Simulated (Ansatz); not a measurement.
Input of an Ansatz 0.2.0 run:

File input.yaml:

```yaml
crystal:
  lattice:
    - [0.0, 1.737572933, 1.737572933]
    - [1.737572933, 0.0, 1.737572933]
    - [1.737572933, 1.737572933, 0.0]
  atoms:
    - { symbol: Ni, position: [0.0, 0.0, 0.0], spin: 1.0 }
hamiltonian:
  xc: pbe
  pseudopotentials: { kind: paw }
magnetization:
  spin_polarized: true
kpoints:
  mp_grid: { grid: [13, 13, 13] }
scf:
  occupations: { method: gaussian, width: 0.028 }
output:
  forces: true
  stress: true
  eigenvalues: true
```

Potentials or basis: Ansatz PAW.

Launch:

```sh
$ ansatz run input.yaml --threads 2 --pin off --max-ram 5632MiB --backend cpu --events-out ev --progress --plain --runs-dir out
```

Task: What does it give for the net moment?

Result: 0.64 μB per cell.

Task: What does it give for the pressure?

Result: 8.0 GPa.
